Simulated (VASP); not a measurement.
# C in VASP 6.6.1, single-point calculation

INCAR

```
NSW = 0
LCHARG = .FALSE.
LREAL = .FALSE.
NELM = 53
GGA = PE
LASPH = .TRUE.
NBANDS = 11
IBRION = -1
ENCUT = 520
ISMEAR = -1
PREC = Accurate
SGIMA = 0.02
EDIFF = 1E-7
ISIF = 2
LWAVE = .FALSE.
```

KPOINTS

```
KPOINTS created by Atomic Simulation Environment
0
Gamma
12 12 12
0 0 0
```

POSCAR

```
C
 1.0000000000000000
     0.0000000000000000    1.7623229010999999    1.7840813067000001
     1.7623229010999999    0.0000000000000000    1.7840813067000001
     1.7623229010999999    1.7623229010999999    0.0000000000000000
 C
   2
Cartesian
  0.0000000000000000  0.0000000000000000  0.0000000000000000
  0.8811614505499999  0.8811614505499999  0.8920406533500000
```

The recommended PBE PAW datasets give the neutral cell 8 valence electrons.

Command

```
mpirun -np 1 vasp_std
```

OSZICAR

```
N       E                     dE             d eps       ncg     rms          rms(c)
DAV:   1     0.447129177968E+00    0.44713E+00   -0.48124E+03  3680   0.721E+02
DAV:   2    -0.184870600706E+02   -0.18934E+02   -0.18376E+02  4606   0.124E+02
DAV:   3    -0.188531155880E+02   -0.36606E+00   -0.36517E+00  4195   0.131E+01
DAV:   4    -0.188537001932E+02   -0.58461E-03   -0.58459E-03  3856   0.654E-01
DAV:   5    -0.188537008386E+02   -0.64545E-06   -0.64499E-06  4125   0.206E-02    0.573E+00
DAV:   6    -0.183397800003E+02    0.51392E+00   -0.26817E-01  3670   0.367E+00    0.342E+00
DAV:   7    -0.181668997808E+02    0.17288E+00   -0.32621E-01  3856   0.409E+00    0.796E-01
DAV:   8    -0.181687843917E+02   -0.18846E-02   -0.90956E-03  3748   0.716E-01    0.444E-02
DAV:   9    -0.181688231820E+02   -0.38790E-04   -0.62089E-05  4244   0.635E-02    0.251E-02
DAV:  10    -0.181688438607E+02   -0.20679E-04   -0.15100E-05  3799   0.345E-02    0.540E-03
DAV:  11    -0.181688439495E+02   -0.88742E-07   -0.25651E-07  4396   0.460E-03
   1 F= -.18168844E+02 E0= -.18168843E+02  d E =-.228628E-05
```

From OUTCAR

```
k-points           NKPTS =    163   k-points in BZ     NKDIM =    163   number of bands    NBANDS=     11

   NELECT =       8.0000    total number of electrons

   dimension x,y,z NGX =    20 NGY =   20 NGZ =   20
   dimension x,y,z NGXF=    40 NGYF=   40 NGZF=   40

  energy-cutoff  :      520.00
  volume of cell :       11.08
      direct lattice vectors                 reciprocal lattice vectors
     0.000000000  1.762322901  1.784081307    -0.283716452  0.283716452  0.280256285
     1.762322901  0.000000000  1.784081307     0.283716452 -0.283716452  0.280256285
     1.762322901  1.762322901  0.000000000     0.283716452  0.283716452 -0.280256285

 k-points in reciprocal lattice and weights: KPOINTS created by Atomic Simulation Env
   0.00000000  0.00000000  0.00000000       0.001
   0.08333333  0.00000000  0.00000000       0.005
   0.16666667  0.00000000  0.00000000       0.005
   0.25000000  0.00000000  0.00000000       0.005
   0.33333333 -0.00000000  0.00000000       0.005
   0.41666667  0.00000000  0.00000000       0.005
   0.50000000  0.00000000  0.00000000       0.002
   0.08333333  0.08333333  0.00000000       0.001
   ...

 E-fermi :  12.1007

 k-point     1 :       0.0000    0.0000    0.0000
  band No.  band energies     occupation
      1     -11.7228      2.00000
      2       9.9439      1.99996
      3      10.1345      1.99989
      4      10.1345      1.99989
      5      15.6755      0.00000
      6      15.6755      0.00000
      7      15.8292      0.00000
      8      23.9396      0.00000
      9      29.6679      0.00000
     10      36.5149      0.00000
     11      37.1914      0.00000

 k-point     2 :       0.0833    0.0000    0.0000
  band No.  band energies     occupation
      1     -11.5272      2.00000
      2       8.8151      2.00000
      3       9.6801      1.99999
      4       9.8066      1.99998
      5      16.1134      0.00000
      6      16.1794      0.00000
      7      16.4978      0.00000
      8      24.0874      0.00000
      9      29.9909      0.00000
     10      34.4239      0.00000
     11      34.9354      0.00000

 k-point     3 :       0.1667    0.0000    0.0000
  band No.  band energies     occupation
      1     -10.9431      2.00000
      2       6.2484      2.00000
      3       8.9478      2.00000
      4       9.0990      2.00000
      5      17.0659      0.00000
      6      17.1025      0.00000
      7      17.6482      0.00000
      8      24.5078      0.00000
      9      30.6617      0.00000
     10      32.8781      0.00000
     11      33.2505      0.00000

 k-point     4 :       0.2500    0.0000    0.0000
  band No.  band energies     occupation
      1      -9.9786      2.00000
      2       3.3684      2.00000
      3       8.1961      2.00000
      4       8.3742      2.00000
      5      17.9227      0.00000
      6      17.9622      0.00000
      7      18.4889      0.00000
      8      25.0916      0.00000
      9      31.0862      0.00000
     10      32.5602      0.00000
     11      32.7629      0.00000

 k-point     5 :       0.3333   -0.0000    0.0000
  band No.  band energies     occupation
      1      -8.6541      2.00000
      2       0.5435      2.00000
      3       7.5987      2.00000
      4       7.8016      2.00000
      5      18.3584      0.00000
      6      18.4809      0.00000
      7      18.9873      0.00000
      8      25.6203      0.00000
      9      31.3443      0.00000
     10      33.5096      0.00000
     11      33.5558      0.00000

 ...

  Total        1.1907987      1.1907987      0.3713160      0.0000000      0.0000000      0.0000000
  in kB      172.1604233    172.1604233     53.6832323      0.0000000      0.0000000      0.0000000
  external PRESSURE =     132.6680263 kB  Pullay stress =       0.0000000 kB

 POSITION                                       TOTAL-FORCE (eV/Angst)
 -----------------------------------------------------------------------------------
      0.00000      0.00000      0.00000        -0.000000     -0.000000     -0.000000
      0.88116      0.88116      0.89204         0.000000      0.000000      0.000000
 -----------------------------------------------------------------------------------
    total drift:                                0.000000      0.000000      0.000000

  FREE ENERGIE OF THE ION-ELECTRON SYSTEM (eV)
  ---------------------------------------------------
  free  energy   TOTEN  =       -18.1688439495 eV

  energy  without entropy=      -18.1688416632  energy(sigma->0) =      -18.16884281
```

It converged. Results: gap between bands v and c on the k mesh 4.05 eV; least direct gap on the k mesh 5.54 eV; pressure 13.3 GPa. Band v is the last that the valence electrons fill when counted band by band, and c is the next.

One setting is odd (misspelt tag), but here it hardly changes the result.

On sound settings PBE gives a gap of 4.05 eV on its mesh and a pressure of 13.3 GPa for the intended cell. This run's energy (σ→0) differs from it by 0 meV an atom.

The run took about 17 s on one core of a shared host (Intel Xeon Platinum 8488C) and held 0.13 GiB at most.
